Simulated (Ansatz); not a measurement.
Runs of Ansatz 0.2.0 on GaSb. The structure is cubic, space group F-43m (No. 216). Conventional cell: a = 6.118 Å, b = 6.118 Å, c = 6.118 Å, α = 90.00°, β = 90.00°, γ = 90.00°. Around Sb (site symmetry -43m) lie 4 Ga at 2.65 Å. Around Ga (site symmetry -43m) lie 4 Sb at 2.65 Å. 

```csv
task,level,potentials or basis,spin,cell,k mesh,cutoff (eV),smearing,other keys,mesh quality,gap on the mesh (eV),pressure (GPa)
single point,B3LYP5+D4,Ansatz PAW,"SOC, no magnetisation",as given,4 × 4 × 4,420,gaussian 0.1 eV,-,coarse,0.74,(a)
electrostatic potential,PBEsol+D3(BJ),JTH PAW,"collinear, random start",as given,8 × 8 × 8,3600,fermi-dirac 0.05 eV,scf.initial_density.chi_scale = 0.3; scf.algorithm = direct_min,not flagged,none,-1.9
single point,PBEsol,PseudoDojo PBEsol stringent,"SOC, no magnetisation",as given,8 × 8 × 8,1551,tetrahedron,-,not flagged,none,0.0
density of states,LDA,Ansatz PAW,"SOC, no magnetisation",volume scaled by 0.8,8 × 8 × 8,400,tetrahedron,basis.ecutwfc = 400 eV; scf.occupations.width = left out; …,not flagged,0.19,(b)
```

**Question.** Fill in the values left out.

**Answer.** (a) -0.9; (b) 16.4.

Caveats: some runs use coarse meshes; with tetrahedron occupations forces and stress needn't match the slope of the energy (some runs); the potentials were made for another functional, which shifts forces and pressure (some runs); the thresholds are loose for stress (some runs); pairwise dispersion overbinds metals, which lowers pressure and volume (some runs); the starting moments weren't kept (some runs); this crystal is a semiconductor, whose small gap the functional closes, so the metal is an error of the method (some runs); the cutoff lies under the one recommended for these potentials (some runs).

A k mesh can miss the band edges, and rows without SOC leave out spin-orbit coupling on Ga, Sb.

A gap of «none» marks a metal or a gap under the smearing width.

The runs don't all hold the same shells in valence.
